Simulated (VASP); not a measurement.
# Mg (P6_3/mmc) in VASP: a series of runs

Runs on Mg. Level: PBEsol. Tasks: single point, relaxation of cell and atoms.

All numbers are computed with VASP 6.6.1; they aren't measurements. Logs are shortened: lines on timing, memory, paths and dates and some standing lists are left out, and cuts for length are marked.

### 1 The crystal as given

Symmetry: P6_3/mmc, No. 194, hexagonal system. Conventional cell: a = 3.189 Å, b = 3.189 Å, c = 5.108 Å, α = 90.00°, β = 90.00°, γ = 120.00°. Around Mg (site symmetry -6m2) lie 12 Mg at 3.15 to 3.19 Å.

The cell was built by a generator and needn't be a form met in nature.

### 2 Single point, PBEsol

INCAR reads:

```
  PREC = Accurate
  ENCUT = 520
  EDIFF = 1E-6
  ISMEAR = 0
  SIGMA = 0.1
  LREAL = F
  LASPH = T
  NELM = 100
  ALGO = Fast
  ISIF = 2
  LWAVE = F
  LCHARG = F
  GGA = PS
  NBANDS = 9
```

KPOINTS reads:

```
regular mesh
0
Gamma
  15 15 8
```

POSCAR reads:

```
Mg
1.0
    3.1893627098      0.0000000000      0.0000000000
   -1.5946813549      2.7620691286      0.0000000000
    0.0000000000      0.0000000000      5.1082097201
Mg
2
Direct
    0.3333333333      0.6666666667      0.2500000000
    0.6666666667      0.3333333333      0.7500000000
```

Potentials or basis: VASP PAW PBE potentials, release 64 (Mg).

On the command line:

```sh
$ cat potpaw_PBE.64/Mg/POTCAR > POTCAR
$ mpirun -np 1 vasp_std > vasp.out
```

OUTCAR:

```text
PREC = Accurate
   ENCUT = 520
   EDIFF = 1E-6
   ISMEAR = 0
   LREAL = F
   LASPH = T
   NELM = 100
   ISIF = 2
   GGA = PS

 ion  position               nearest neighbor table
   1  0.333  0.667  0.250-   2 3.15   2 3.15   2 3.15   2 3.15   2 3.15   2 3.15
   2  0.667  0.333  0.750-   1 3.15   1 3.15   1 3.15   1 3.15   1 3.15   1 3.15

  LATTYP: Found a hexagonal cell.
 ALAT       =     3.1893627098
 C/A-ratio  =     1.6016396330

  Lattice vectors:

 A1 = (   3.1893627098,   0.0000000000,   0.0000000000)
 A2 = (  -1.5946813549,   2.7620691286,   0.0000000000)
 A3 = (   0.0000000000,   0.0000000000,   5.1082097201)

Analysis of symmetry for initial positions (statically):
=====================================================================
 Subroutine PRICEL returns:
 Original cell was already a primitive cell.

 Routine SETGRP: Setting up the symmetry group for a
 hexagonal supercell.

 Subroutine GETGRP returns: Found 24 space group operations
 (whereof 12 operations were pure point group operations)
 out of a pool of 24 trial point group operations.

The static configuration has the point symmetry D_3d.
 The point group associated with its full space group is D_6h.

Analysis of symmetry for dynamics (positions and initial velocities):
=====================================================================
 Subroutine PRICEL returns:
 Original cell was already a primitive cell.

 Routine SETGRP: Setting up the symmetry group for a
 hexagonal supercell.

 Subroutine GETGRP returns: Found 24 space group operations
 (whereof 12 operations were pure point group operations)
 out of a pool of 24 trial point group operations.

The dynamic configuration has the point symmetry D_3d.
 The point group associated with its full space group is D_6h.

 Subroutine INISYM returns: Found 24 space group operations
 (whereof 12 operations are pure point group operations),
 and found     1 'primitive' translations

----------------------------------------------------------------------------------------

                                     Primitive cell

  volume of cell :      44.9994

  direct lattice vectors                    reciprocal lattice vectors
     3.189362710  0.000000000  0.000000000     0.313542263  0.181023710  0.000000000
    -1.594681355  2.762069129  0.000000000     0.000000000  0.362047419  0.000000000
     0.000000000  0.000000000  5.108209720     0.000000000  0.000000000  0.195763302

  length of vectors
     3.189362710  3.189362710  5.108209720     0.362047419  0.362047419  0.195763302

  position of ions in fractional coordinates (direct lattice)
     0.333333333  0.666666667  0.250000000
     0.666666667  0.333333333  0.750000000

  ion indices of the primitive-cell ions
   primitive index   ion index
                 1           1
                 2           2

----------------------------------------------------------------------------------------

 KPOINTS: regular mesh

Automatic generation of k-mesh.
 Grid dimensions read from file:
 generate k-points for:   15   15    8

 Generating k-lattice:

  Cartesian coordinates                     Fractional coordinates (reciprocal lattice)
     0.020902818  0.012068247  0.000000000     0.066666667  0.000000000  0.000000000
     0.000000000  0.024136495  0.000000000     0.000000000  0.066666667  0.000000000
     0.000000000  0.000000000  0.024470413     0.000000000  0.000000000  0.125000000

  Length of vectors
     0.024136495  0.024136495  0.024470413

  Shift w.r.t. Gamma in fractional coordinates (k-lattice)
     0.000000000  0.000000000  0.000000000

 Subroutine IBZKPT returns following result:
 ===========================================

 Found    135 irreducible k-points:

 Following reciprocal coordinates:
            Coordinates               Weight
  0.000000  0.000000  0.000000      1.000000
  0.066667  0.000000  0.000000      6.000000
  0.133333  0.000000  0.000000      6.000000
  0.200000 -0.000000  0.000000      6.000000
  0.266667  0.000000  0.000000      6.000000
  0.333333 -0.000000  0.000000      6.000000
[... 16 lines left out ...]
  0.333333  0.200000  0.000000     12.000000
  0.400000  0.200000  0.000000      6.000000
 [... further k-points ...]
   k-points           NKPTS =    135   k-points in BZ     NKDIM =    135   number of bands    NBANDS=      9
   number of dos      NEDOS =    301   number of ions     NIONS =      2
   total plane-waves  NPLWV =  23040
   dimension x,y,z NGX =    24 NGY =   24 NGZ =   40
   dimension x,y,z NGXF=    48 NGYF=   48 NGZF=   80
   ions per type =               2
   NGX,Y,Z   is equivalent  to a cutoff of  12.51, 12.51, 13.02 a.u.
   NGXF,Y,Z  is equivalent  to a cutoff of  25.02, 25.02, 26.04 a.u.
 SYSTEM =  unknown system
   PREC   = accura    normal or accurate (medium, high low for compatibility)
   ISTART =      0    job   : 0-new  1-cont  2-samecut
   ICHARG =      2    charge: 1-file 2-atom 10-const
   ISPIN  =      1    spin polarized calculation?
   LNONCOLLINEAR =      F non collinear calculations
   LSORBIT =      F    spin-orbit coupling
   LASPH  =      T    aspherical Exc in radial PAW
   ENCUT  =  520.0 eV  38.22 Ry    6.18 a.u.   5.93  5.93  9.50*2*pi/ulx,y,z
   NELM   =    100;   NELMIN=  2; NELMDL= -5     # of ELM steps
   EDIFF  = 0.1E-05   stopping-criterion for ELM
   LREAL  =      F    real-space projection
   EDIFFG = 0.1E-04   stopping-criterion for IOM
   NSW    =      0    number of steps for IOM
   IBRION =     -1    ionic relax: 0-MD 1-quasi-New 2-CG
   NFREE  =      0    steps in history (QN), initial steepest desc. (CG)
   ISIF   =      2    stress and relaxation
   ISYM   =      2    0-nonsym 1-usesym 2-fastsym
   POTIM  = 0.5000    time-step for ionic-motion
   TEBEG  =    0.0;   TEEND  =   0.0 temperature during run
   PSTRESS=    0.0 pullay stress
   NELECT =       4.0000    total number of electrons
   NUPDOWN=      -1.0000    fix difference up-down
   EMIN   =  10.00;   EMAX   =-10.00  energy-range for DOS
   EFERMI =   0.00;   METHOD = LEGACY
   ISMEAR =     0;   SIGMA  =   0.10  broadening in eV -4-tet -1-fermi 0-gaus
   EFERMI_NEDOS =   21; number of points for ismear=-14 and -15
   IALGO  =     68    algorithm
   IMIX   =      4    mixing-type and parameters
     AMIX     =   0.40;   BMIX     =  1.00
     AMIX_MAG =   1.60;   BMIX_MAG =  1.00
  volume/ion in A,a.u.               =      22.50       151.84
  Fermi-wavevector in a.u.,A,eV,Ry     =   0.730621  1.380674  7.262895  0.533808
  Thomas-Fermi vector in A             =   1.822637
   LORBIT       =      0    0 simple, 1 ext, 2 COOP (PROOUT), +10 PAW based schemes
   GGA     = PS    functional components
   LHFCALC =     F    Hartree Fock is set to
   AEXX    =    0.0000 exact exchange contribution
   IVDW    =     0    specifies the selected vdW correction
   LEPSILON=     F    determine dielectric tensor
   LRPA    =     F    only Hartree local field effects (RPA)
 non-spin polarized calculation
 RMM-DIIS sequential band-by-band and
 Gauss-broadening in eV      SIGMA  =   0.10
  energy-cutoff  :      520.00
  volume of cell :       45.00
 maximum number of plane-waves:      1236
 NGX is ok and might be reduce to    24
   NGX = 11   NGY = 11   NGZ = 19

 number of electron       4.0000000 magnetization

 Free energy of the ion-electron system (eV)
  ---------------------------------------------------
  ext. energy  EPLUGINS =         0.00000000
  ---------------------------------------------------
  free energy    TOTEN  =        -3.44980767 eV

  energy without entropy =       -3.44502426  energy(sigma->0) =       -3.44741596

 E-fermi :   2.6944     XC(G=0):  -8.5968

 val. band max:        2.6726963980   @ k =   0.3333   0.1333   0.1250
 cond. band min:       2.7060223079   @ k =   0.2667   0.2667   0.2500
 fundamental gap:      0.0333259100
 Fermi energy:         2.6944118163

 k-point     1 :       0.0000    0.0000    0.0000
  band No.  band energies     occupation
      1      -4.3191      2.00000
      2       1.0507      2.00000
      3       1.5872      2.00000
      4      13.5949      0.00000
      5      13.5949      0.00000
      6      13.7207      0.00000
      7      13.7207      0.00000
      8      14.6909      0.00000
      9      16.1738      0.00000

 k-point     2 :       0.0667    0.0000    0.0000
  band No.  band energies     occupation
      1      -4.2312      2.00000
      2       1.1307      2.00000
      3       1.6723      2.00000
      4      11.8429      0.00000
      5      12.6312      0.00000
      6      13.4594      0.00000
      7      14.8094      0.00000
      8      15.5290      0.00000
      9      16.5659      0.00000

 k-point     3 :       0.1333    0.0000    0.0000
  band No.  band energies     occupation
      1      -3.9680      2.00000
      2       1.3706      2.00000
      3       1.9255      2.00000
      4       9.7956      0.00000
      5      11.7508      0.00000
      6      12.5146      0.00000
      7      14.5964      0.00000
      8      15.3299      0.00000
      9      15.9347      0.00000

 k-point     4 :       0.2000   -0.0000    0.0000
  band No.  band energies     occupation
      1      -3.5311      2.00000
      2       1.7709      2.00000
      3       2.3384      2.00000
      4       7.8378      0.00000
      5      11.0172      0.00000
      6      11.5122      0.00000
      7      12.6429      0.00000
      8      14.0117      0.00000
      9      15.6239      0.00000
[... 205 lines left out ...]
 k-point    22 :       0.2667    0.2000    0.0000
  band No.  band energies     occupation
      1      -1.1220      2.00000
      2       3.5936      0.00000
      3       4.0166      0.00000
      4       4.5613      0.00000
      5       5.7580      0.00000
      6       8.8289      0.00000
      7       9.9168      0.00000
      8      10.1876      0.00000
      9      11.4039      0.00000

 k-point    23 :       0.3333    0.2000    0.0000
  band No.  band energies     occupation
      1      -0.1099      2.00000
      2       2.3424      2.00000
      3       4.5765      0.00000
      4       4.9761      0.00000
      5       6.1436      0.00000
      6       7.4151      0.00000
      7       8.7049      0.00000
      8       9.9076      0.00000
      9      11.1195      0.00000

 k-point    24 :       0.4000    0.2000    0.0000
  band No.  band energies     occupation
      1       1.0373      2.00000
      2       1.0677      2.00000
      3       4.5730      0.00000
      4       5.9336      0.00000
      5       6.3010      0.00000
      6       6.6107      0.00000
      7       8.0105      0.00000
      8       9.8192      0.00000
      9      11.0311      0.00000

 [... further k-points ...]
[... 5 lines left out ...]
  --------------------------------------------------------------------------------------
  -------------------------------------------------------------------------------------
  Total       -0.0122526     -0.0122526     -0.0122723      0.0000000      0.0000000      0.0000000
  in kB       -0.4362450     -0.4362450     -0.4369467      0.0000000      0.0000000      0.0000000
  external PRESSURE =      -0.4364789 kB  Pullay stress =       0.0000000 kB

 VOLUME and BASIS-vectors are now :
 -----------------------------------------------------------------------------
  energy-cutoff  :      520.00
  volume of cell :       45.00
      direct lattice vectors                 reciprocal lattice vectors
     3.189362710  0.000000000  0.000000000     0.313542263  0.181023710  0.000000000
    -1.594681355  2.762069129  0.000000000     0.000000000  0.362047419  0.000000000
     0.000000000  0.000000000  5.108209720     0.000000000  0.000000000  0.195763302

 POSITION                                       TOTAL-FORCE (eV/Angst)
 -----------------------------------------------------------------------------------
     -0.00000      1.84138      1.27705         0.000000     -0.000000      0.000000
      1.59468      0.92069      3.83116        -0.000000      0.000000      0.000000
 -----------------------------------------------------------------------------------
    total drift:                                0.000000     -0.000000      0.000000

  FREE ENERGIE OF THE ION-ELECTRON SYSTEM (eV)
  ---------------------------------------------------
  free  energy   TOTEN  =        -3.4498076650 eV

  energy  without entropy=       -3.4450242577  energy(sigma->0) =       -3.44741596
```

Run time: 21 s. Hardware: 1 thread of Intel Xeon Platinum 8259CL at 2.50GHz (Skylake/Cascade Lake), shared host; peak memory 0.19 GiB.

Results:

- Free energy: -3.4498 eV
- Pressure: 0.0 GPa
- Band gap on the k mesh: none (metal or under the smearing width)

Caveat: the PAW data sets were made with another functional, which shifts forces and pressure a little.

### 3 Relaxation of cell and atoms, PBEsol

This run uses another cell than the first one, of 22.59 Å³/atom, 1.004 times its volume.

INCAR reads:

```
ALGO = Normal
EDIFF = 1E-6
EDIFFG = -0.002
ENCUT = 600
GGA = PS
IBRION = 2
ISIF = 3
ISMEAR = 0
LASPH = True
LCHARG = False
LREAL = False
LWAVE = False
NELM = 100
NSW = 100
PREC = Accurate
SIGMA = 0.1
```

KPOINTS reads:

```
k-points
0
Gamma
  15 15 8
```

POSCAR reads:

```
Mg
1.0
    3.1800000000      0.0000000000      0.0000000000
   -1.5900000000      2.7539608000      0.0000000000
    0.0000000000      0.0000000000      5.1600000000
Mg
2
Direct
    0.3333333000      0.6666667000      0.2500000000
    0.6666667000      0.3333333000      0.7500000000
```

Potentials or basis: VASP PAW PBE potentials, release 64 (Mg).

On the command line:

```sh
$ cat potpaw_PBE.64/Mg/POTCAR > POTCAR
$ mpirun -np 1 vasp_std > vasp.out
```

Wall time 85 s (1 thread of Intel Xeon Platinum 8259CL at 2.50GHz (Skylake/Cascade Lake), shared host); peak memory 0.21 GiB.

Results (log left out):

| Item | Value |
| --- | --- |
| Free energy | -3.4500 eV |
| Relaxed volume | 22.47 Å³/atom |
| Relaxed cell | a = 3.188 Å, b = 3.188 Å, c = 5.106 Å, α = 90.00°, β = 90.00°, γ = 120.00° |
| Space group after relaxing (to 0.05 Å) | P6_3/mmc (No. 194) |
| Energy gained by relaxing | 0.5 meV/atom |
| Ionic steps | 6 |
| Pressure after relaxing | 0.0 GPa |
| Band gap on the k mesh | none (metal or under the smearing width) |

Step by step:
```tsv
step	energy change (eV)	largest force (eV/Å)	pressure (GPa)	volume (Å³)
1	0.0000	0.0000	-0.21	45.19
2	-0.0007	0.0000	-0.05	45.00
3	-0.0010	0.0000	0.11	44.82
4	-0.0010	0.0000	0.12	44.80
5	-0.0011	0.0000	0.03	44.91
6	-0.0011	0.0000	0.00	44.95
```

Final structure:
```
Mg
1.0
     3.18803    0.00000    0.00000
    -1.59402    2.76092    0.00000
     0.00000    0.00000    5.10634
Mg
2
Cartesian
  0.0000 1.8406 1.2766
  1.5940 0.9203 3.8298
```

Levels at points of the mesh, in eV from the Fermi level:
| k point | band 1 | band 2 | band 3 | band 4 | band 5 | band 6 |
| --- | --- | --- | --- | --- | --- | --- |
| (0.00, 0.00, 0.00) | -7.02 | -1.65 | -1.11 | 10.91 | 10.91 | 11.04 |
| (0.00, 0.00, 0.50) | -5.58 | -5.58 | 5.31 | 5.31 | 11.67 | 11.67 |

Caveat: the PAW data sets were made with another functional, which shifts forces and pressure a little.

### 4 Single point, PBEsol

This run uses another cell than the first one, of 22.59 Å³/atom, 1.004 times its volume.

INCAR reads:

```
SYSTEM = Mg
ALGO     = Fast           ! electronic algorithm
EDIFF    = 1E-6           ! SCF threshold, eV
ENCUT    = 520            ! plane-wave cutoff, eV
GGA      = PS             ! functional
ISIF     = 2              ! what is computed and relaxed
ISMEAR   = 0              ! smearing method
LASPH    = .True.         ! aspherical terms in the spheres
LCHARG   = .False.        ! write CHGCAR
LREAL    = .False.        ! projectors in reciprocal space
LWAVE    = .False.        ! write WAVECAR
NBANDS   = 9              ! bands
NELM     = 100            ! most SCF steps
PREC     = Accurate       ! precision mode
SIGMA    = 0.1            ! smearing width, eV
```

KPOINTS reads:

```
k-points
0
Gamma
  6 6 4
  0 0 0
```

POSCAR is that of step 3.

On the command line:

```sh
$ cat potpaw_PBE.64/Mg/POTCAR > POTCAR
$ mpirun -np 1 vasp_std > vasp.out
```

Run time: 7.2 s. Hardware: 1 thread of Intel Xeon Platinum 8259CL at 2.50GHz (Skylake/Cascade Lake), shared host; peak memory 0.15 GiB.

It converged, with:

| Item | Value |
| --- | --- |
| Free energy | -3.3848 eV |
| Pressure | -0.1 GPa |
| Band gap on the k mesh | none (metal or under the smearing width) |

Stress tensor (GPa, compression positive):
```
-0.22  0.00  0.00
 0.00 -0.22  0.00
 0.00  0.00  0.06
```

Levels at points of the mesh, in eV from the Fermi level:
```tsv
k point	band 1	band 2	band 3	band 4	band 5	band 6	band 7
(0.00, 0.00, 0.00)	-6.85	-1.56	-1.08	11.16	11.16	11.31	11.31
(0.50, 0.00, 0.00)	-2.02	-1.99	2.83	3.17	3.48	3.89	7.10
(0.00, 0.00, 0.50)	-5.44	-5.44	5.24	5.24	11.91	11.91	11.91
(0.50, 0.00, 0.50)	-0.97	-0.97	-0.29	-0.29	8.23	8.23	8.28
```

Caveat: the k mesh is coarse (spacing up to 0.38 Å⁻¹), so the values aren't converged; the PAW data sets were made with another functional, which shifts forces and pressure a little.

### 5 The runs side by side

```csv
task,cell,k mesh,cutoff (eV),mesh quality,gap on the mesh (eV),pressure (GPa)
single point,"P6_3/mmc, 22.5 Å³/atom",15 × 15 × 8,520,not flagged,none,0.0
relaxation of cell and atoms,relaxed,15 × 15 × 8,600,not flagged,none,0.0
single point,"P6_3/mmc, 22.59 Å³/atom",6 × 6 × 4,520,coarse,none,-0.1
```

Alike in all rows: level PBEsol; potentials or basis VASP PAW PBE potentials, release 64 (Mg); no spin polarisation; smearing gaussian 0.1 eV.

Caveats: some runs use coarse meshes; the PAW data sets were made with another functional, which shifts forces and pressure a little.

Absolute energies hang on the potentials; compare differences alone.
